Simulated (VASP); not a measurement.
Wanted: the native input for a VASP 6.6.1 run.

| Property | Result |
| --- | --- |
| Task | single point |
| Functional | PBE |
| Potentials or basis | VASP PAW PBE potentials, release 64 (Cd, O) |
| Cutoff | 520 eV |
| k mesh | 10 × 10 × 10 |
| Occupations | gaussian, width 0.026 eV |
| Spin | no spin polarisation |
| Further INCAR settings | ALGO = Fast; EDIFF = 1e-07; NBANDS = 16 |

The structure of CdO (Monteponite) lies in POSCAR:

```
CdO
1.0
    0.0000000000      2.3495000000      2.3495000000
    2.3495000000      0.0000000000      2.3495000000
    2.3495000000      2.3495000000      0.0000000000
Cd O
1 1
Direct
    0.0000000000      0.0000000000      0.0000000000
    0.5000000000      0.5000000000      0.5000000000
```

The input as run:

INCAR

```
SYSTEM = CdO
  PREC = Accurate
  ENCUT = 520
  EDIFF = 1E-7
  ISMEAR = 0
  SIGMA = 0.026000000000000002
  LREAL = .False.
  LASPH = .True.
  NELM = 80
  ALGO = Fast
  ISIF = 2
  LWAVE = .False.
  LCHARG = .True.
  GGA = PE
  LELF = .True.
  LVHAR = .True.
  NBANDS = 16
```

KPOINTS

```
regular mesh
0
Gamma
  10 10 10
  0 0 0
```

Potentials or basis: VASP PAW PBE potentials, release 64 (Cd, O).

Launch:

```console
$ cat potpaw_PBE.64/Cd/POTCAR potpaw_PBE.64/O/POTCAR > POTCAR
$ mpirun -np 1 vasp_std > vasp.out
```

It gave:

```json
{
  "Pressure": "7.6 GPa",
  "Band gap on the k mesh": "none (metal or under the smearing width)"
}
```

Caveat: this crystal is a semiconductor, whose small gap the functional closes, so the metal is an error of the method.

Wall time 16 s on 1 thread of Intel(R) Xeon(R) 6975P-C (Granite Rapids) (shared host), peak memory 0.16 GiB.
